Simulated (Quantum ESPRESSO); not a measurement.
# NaCl (Fm-3m) in Quantum ESPRESSO: further runs

One crystal, NaCl, is run at these levels: PBEsol; tasks: dielectric tensor, phonons.

Program: Quantum ESPRESSO 7.5. These are calculated values, not measurements. Logs are shortened: lines on timing, memory, paths and dates and some standing lists are left out, and cuts for length are marked.

**What was measured.**

From a printed reference work, textbook, for a bulk crystal of NaCl at 80 K: high-frequency dielectric constant 2.34.

The runs below are set against these values where they give the same quantity.

## Step 1: Starting point

The structure is cubic, space group Fm-3m (No. 225). The conventional cell has a = 5.588 Å, b = 5.588 Å, c = 5.588 Å, α = 90.00°, β = 90.00°, γ = 90.00°. Cl (site symmetry m-3m) has 6 Na at 2.79 Å as nearest neighbours. Na (site symmetry m-3m) is surrounded by 6 Cl at 2.79 Å.

The cell is a database's computed one.

## Step 2: Dielectric tensor, PBEsol

Input file pw.in:

```
&CONTROL
  calculation = 'scf'
  prefix = 'pwscf'
  outdir = './tmp'
  pseudo_dir = './pseudo'
  tprnfor = .true.
  tstress = .true.
  disk_io = 'low'
/
&SYSTEM
  ibrav = 0
  nat = 2
  ntyp = 2
  ecutwfc = 45
  ecutrho = 360
  nbnd = 14
  occupations = 'smearing'
  smearing = 'fd'
  degauss = 0.00367493
/
&ELECTRONS
  conv_thr = 4d-10
  electron_maxstep = 120
  mixing_beta = 0.5
/
ATOMIC_SPECIES
Cl    35.4500 cl_pbesol_v1.4.uspp.F.UPF
Na    22.9898 na_pbesol_v1.5.uspp.F.UPF
CELL_PARAMETERS angstrom
   0.0000000000    2.7940632177    2.7940632177
   2.7940632177    0.0000000000    2.7940632177
   2.7940632177    2.7940632177    0.0000000000
ATOMIC_POSITIONS crystal
Cl     0.5000000000    0.5000000000    0.5000000000
Na     0.0000000000    0.0000000000    0.0000000000
K_POINTS automatic
10 10 10 1 1 1
```

Input file scf2.in:

```
&CONTROL
  calculation = 'scf'
  prefix = 'pwscf'
  outdir = './tmp'
  pseudo_dir = './pseudo'
  tprnfor = .true.
  tstress = .true.
  disk_io = 'low'
/
&SYSTEM
  ibrav = 0
  nat = 2
  ntyp = 2
  ecutwfc = 45
  ecutrho = 360
  nbnd = 14
  occupations = 'fixed'
/
&ELECTRONS
  conv_thr = 1d-13
  electron_maxstep = 120
  mixing_beta = 0.5
  startingpot = 'file'
  startingwfc = 'file'
/
ATOMIC_SPECIES
Cl    35.4500 cl_pbesol_v1.4.uspp.F.UPF
Na    22.9898 na_pbesol_v1.5.uspp.F.UPF
CELL_PARAMETERS angstrom
   0.0000000000    2.7940632177    2.7940632177
   2.7940632177    0.0000000000    2.7940632177
   2.7940632177    2.7940632177    0.0000000000
ATOMIC_POSITIONS crystal
Cl     0.5000000000    0.5000000000    0.5000000000
Na     0.0000000000    0.0000000000    0.0000000000
K_POINTS automatic
10 10 10 1 1 1
```

Input file ph.in:

```
dielectric of NaCl
&INPUTPH
  prefix = 'pwscf'
  outdir = './tmp'
  tr2_ph = 1d-18
  fildyn = 'dyn'
  niter_ph = 90
  alpha_mix(1) = 0.7
  epsil = .true.
  trans = .false.
  zeu = .true.
/
0.0000000000 0.0000000000 0.0000000000
```

Potentials or basis: GBRV 1.5 PBEsol.

Command:

```sh
$ OMP_NUM_THREADS=1 pw.x -in pw.in > pw.out
$ OMP_NUM_THREADS=1 pw.x -in scf2.in > scf2.out
$ OMP_NUM_THREADS=1 ph.x -in ph.in > ph.out
```

pw.out:

```text
This program is part of the open-source Quantum ESPRESSO suite
     for quantum simulation of materials; please cite
[... 9 lines left out ...]
     --------------------
     sticks:   dense  smooth     PW     G-vecs:    dense   smooth      PW
     Sum        1393     685    211                34015    12039    2109

     Using Slab Decomposition

     bravais-lattice index     =            0
     lattice parameter (alat)  =       7.4671  a.u.
     unit-cell volume          =     294.3983 (a.u.)^3
     number of atoms/cell      =            2
     number of atomic types    =            2
     number of electrons       =        16.00
     number of Kohn-Sham states=           14
     kinetic-energy cutoff     =      45.0000  Ry
     charge density cutoff     =     360.0000  Ry
     scf convergence threshold =      4.0E-10
     mixing beta               =       0.5000
     number of iterations used =            8  plain     mixing
     Exchange-correlation= SLA  PW   PSX  PSC
                           (   1   4  10   8   0   0   0)

     celldm(1)=   7.467068  celldm(2)=   0.000000  celldm(3)=   0.000000
     celldm(4)=   0.000000  celldm(5)=   0.000000  celldm(6)=   0.000000

[... 8 lines left out ...]
               b(3) = (  0.707107  0.707107 -0.707107 )

     PseudoPot. # 1 for Cl read from file:
     cl_pbesol_v1.4.uspp.F.UPF
     Pseudo is Ultrasoft + core correction, Zval =  7.0
     Generated by new atomic code, or converted to UPF format
     Using radial grid of  909 points,  6 beta functions with:
                l(1) =   0
                l(2) =   0
                l(3) =   1
                l(4) =   1
                l(5) =   2
                l(6) =   2
     Q(r) pseudized with  8 coefficients,  rinner =    1.300   1.300   1.300
                                                       1.300   1.300

     PseudoPot. # 2 for Na read from file:
     na_pbesol_v1.5.uspp.F.UPF
     Pseudo is Ultrasoft, Zval =  9.0
     Generated by new atomic code, or converted to UPF format
     Using radial grid of  819 points,  5 beta functions with:
                l(1) =   0
                l(2) =   0
                l(3) =   1
                l(4) =   1
                l(5) =   2
     Q(r) pseudized with  8 coefficients,  rinner =    1.250   1.250   1.250
                                                       1.250   1.250

     atomic species   valence    mass     pseudopotential
     Cl                7.00    35.45000     Cl( 1.00)
     Na                9.00    22.98980     Na( 1.00)

     48 Sym. Ops., with inversion, found

   Cartesian axes

     site n.     atom                  positions (alat units)
         1        Cl     tau(   1) = (   0.7071068   0.7071068   0.7071068  )
         2        Na     tau(   2) = (   0.0000000   0.0000000   0.0000000  )

     number of k points=   110  Fermi-Dirac smearing, width (Ry)=  0.0037

     Number of k-points >= 100: set verbosity='high' to print them.

     Dense  grid:    34015 G-vectors     FFT dimensions: (  45,  45,  45)

     Smooth grid:    12039 G-vectors     FFT dimensions: (  32,  32,  32)

     Initial potential from superposition of free atoms

     starting charge      15.9936, renormalised to      16.0000

     negative rho (up, down):  1.472E-02 0.000E+00
     Starting wfcs are    9 randomized atomic wfcs +    5 random wfcs

     Self-consistent Calculation

     iteration #  1     ecut=    45.00 Ry     beta= 0.50
     Davidson diagonalization with overlap
     ethr =  1.00E-02,  avg # of iterations =  7.6

     Threshold (ethr) on eigenvalues was too large:
     Diagonalizing with lowered threshold

     Davidson diagonalization with overlap
     ethr =  2.62E-04,  avg # of iterations =  3.2

     negative rho (up, down):  1.501E-02 0.000E+00

     total energy              =    -128.62469815 Ry
     estimated scf accuracy    <       0.04023834 Ry

     iteration #  2     ecut=    45.00 Ry     beta= 0.50
     Davidson diagonalization with overlap
     ethr =  2.51E-04,  avg # of iterations =  2.0

     negative rho (up, down):  1.473E-02 0.000E+00

     total energy              =    -128.63241522 Ry
     estimated scf accuracy    <       0.00195759 Ry

     iteration #  3     ecut=    45.00 Ry     beta= 0.50
     Davidson diagonalization with overlap
     ethr =  1.22E-05,  avg # of iterations =  4.6

     negative rho (up, down):  1.443E-02 0.000E+00

     total energy              =    -128.63262975 Ry
     estimated scf accuracy    <       0.00047290 Ry

     iteration #  4     ecut=    45.00 Ry     beta= 0.50
     Davidson diagonalization with overlap
     ethr =  2.96E-06,  avg # of iterations =  2.6

     negative rho (up, down):  1.444E-02 0.000E+00

     total energy              =    -128.63266938 Ry
     estimated scf accuracy    <       0.00000511 Ry

     iteration #  5     ecut=    45.00 Ry     beta= 0.50
     Davidson diagonalization with overlap
     ethr =  3.19E-08,  avg # of iterations =  3.9

     negative rho (up, down):  1.441E-02 0.000E+00

     total energy              =    -128.63267377 Ry
     estimated scf accuracy    <       0.00000043 Ry

     iteration #  6     ecut=    45.00 Ry     beta= 0.50
     Davidson diagonalization with overlap
     ethr =  2.66E-09,  avg # of iterations =  2.0

     negative rho (up, down):  1.441E-02 0.000E+00

     total energy              =    -128.63267409 Ry
     estimated scf accuracy    <       0.00000007 Ry

     iteration #  7     ecut=    45.00 Ry     beta= 0.50
     Davidson diagonalization with overlap
     ethr =  4.29E-10,  avg # of iterations =  2.0

     negative rho (up, down):  1.441E-02 0.000E+00

     total energy              =    -128.63267412 Ry
     estimated scf accuracy    <       0.00000002 Ry

     iteration #  8     ecut=    45.00 Ry     beta= 0.50
     Davidson diagonalization with overlap
     ethr =  1.31E-10,  avg # of iterations =  2.0

     negative rho (up, down):  1.441E-02 0.000E+00

     total energy              =    -128.63267414 Ry
     estimated scf accuracy    <          1.0E-09 Ry

     iteration #  9     ecut=    45.00 Ry     beta= 0.50
     Davidson diagonalization with overlap
     ethr =  6.42E-12,  avg # of iterations =  2.1

     negative rho (up, down):  1.441E-02 0.000E+00

     End of self-consistent calculation

     Number of k-points >= 100: set verbosity='high' to print the bands.

     the Fermi energy is     3.4692 ev

!    total energy              =    -128.63267414 Ry
     estimated scf accuracy    <          8.5E-11 Ry
     smearing contrib. (-TS)   =       0.00000000 Ry
     internal energy E=F+TS    =    -128.63267414 Ry

     The total energy is F=E-TS. E is the sum of the following terms:
     one-electron contribution =     -80.56526211 Ry
     hartree contribution      =      44.93323295 Ry
     xc contribution           =     -23.55590700 Ry
     ewald contribution        =     -69.44473798 Ry

     convergence has been achieved in   9 iterations

     negative rho (up, down):  1.441E-02 0.000E+00

     Forces acting on atoms (cartesian axes, Ry/au):

     atom    1 type  1   force =     0.00000000   -0.00000000    0.00000000
     atom    2 type  2   force =    -0.00000000    0.00000000   -0.00000000

     Total force =     0.000000     Total SCF correction =     0.000000

     Computing stress (Cartesian axis) and pressure

     negative rho (up, down):  1.441E-02 0.000E+00
          total   stress  (Ry/bohr**3)                   (kbar)     P=        2.80
   0.00001900  -0.00000000  -0.00000000            2.80       -0.00       -0.00
  -0.00000000   0.00001900  -0.00000000           -0.00        2.80       -0.00
  -0.00000000  -0.00000000   0.00001900           -0.00       -0.00        2.80

=------------------------------------------------------------------------------=
   JOB DONE.
=------------------------------------------------------------------------------=
```

It took 3.4 min on 1 thread of Arm Neoverse V2, shared host; peak memory 0.18 GiB.

Results:

| Quantity | Value |
| --- | --- |
| Free energy | -1750.1367 eV |
| Pressure | 0.3 GPa |
| Electronic dielectric tensor (diagonal) | 2.58 |
| Born charges (mean of the diagonal) | Cl -1.09; Na +1.09 e |

Levels at points of the mesh, in eV from the valence-band top:
```csv
k point,band 6,band 7,band 8,band 9,band 10,band 11
"(0.05, 0.05, 0.05)",-0.06,0.00,0.00,5.13,10.82,10.97
```

Electronic dielectric tensor:
```
2.58 0.00 0.00
0.00 2.58 0.00
0.00 0.00 2.58
```

Born effective charge tensors (e):
atom 1, Cl
```
-1.09  0.00  0.00
 0.00 -1.09  0.00
 0.00  0.00 -1.09
```
atom 2, Na
```
1.09 0.00 0.00
0.00 1.09 0.00
0.00 0.00 1.09
```

(Continued in part 2 of 4.)
